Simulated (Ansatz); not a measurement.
Crystal: BaTiO3.

```xyz
5
Lattice="2.8274 1.6324 2.3184 -2.8274 1.6324 2.3184 0.0000 -3.2648 2.3184" Properties=species:S:1:pos:R:3 pbc="T T T"
Ba    0.0000    0.0000    0.0000
Ti    0.0000    0.0000    3.3698
O     1.3885   -0.8017    2.3988
O    -1.3885   -0.8017    2.3988
O     0.0000    1.6033    2.3988
```

| Item | Value |
| --- | --- |
| Program | Ansatz 0.2.0 |
| Task | relaxation of cell and atoms |
| Functional | PBE |
| Potentials or basis | Ansatz PAW |
| Cutoff | 420 eV (not typed: the program's choice for these potentials) |
| k mesh | 7 × 7 × 7 |
| Occupations | fermi-dirac, width 0.05 eV |
| Spin | no spin polarisation |
| Hubbard terms | Ti d U = 1 eV |

At the start: volume 12.84 Å³/atom.

Problem. How do energy, volume and symmetry change on relaxing?

Solution. It ends after 11 steps and the volume is 13.37 Å³/atom (+4.1 %); space group R3m (No. 160, to 0.05 Å).

Step by step:
| step | energy change (eV) | largest force (eV/Å) | volume (Å³) |
| --- | --- | --- | --- |
| 1 | 0.0000 | 0.2401 | 64.20 |
| 2 | -0.0133 | 0.4491 | 66.60 |
| 3 | -0.0288 | 0.1323 | 66.36 |
| 4 | -0.0292 | 0.1108 | 66.35 |
| 5 | -0.0296 | 0.0625 | 66.42 |
| 6 | -0.0293 | 0.0411 | 66.72 |
| 7 | -0.0296 | 0.0005 | 66.66 |
| 8 | -0.0398 | 0.0006 | 66.66 |
| 9 | -0.0392 | 0.0057 | 66.88 |
| 10 | -0.0393 | 0.0010 | 66.83 |
| 11 | -0.0400 | 0.0010 | 66.83 |

Final structure:
```
Ba Ti O
1.0
     2.86266    1.65276    2.35430
    -2.86266    1.65276    2.35430
     0.00000   -3.30551    2.35430
Ba Ti O
1 1 3
Direct
  0.99500 0.99500 0.99500
  0.48163 0.48163 0.48163
  0.51083 0.02090 0.51083
  0.02090 0.51083 0.51083
  0.51083 0.51083 0.02090
```

Caveat: the plane-wave basis is chosen anew once the cell has moved, so the energies of steps on either side of that aren't comparable; the pressure holds a Pulay correction of +0.5 GPa for the finite cutoff.
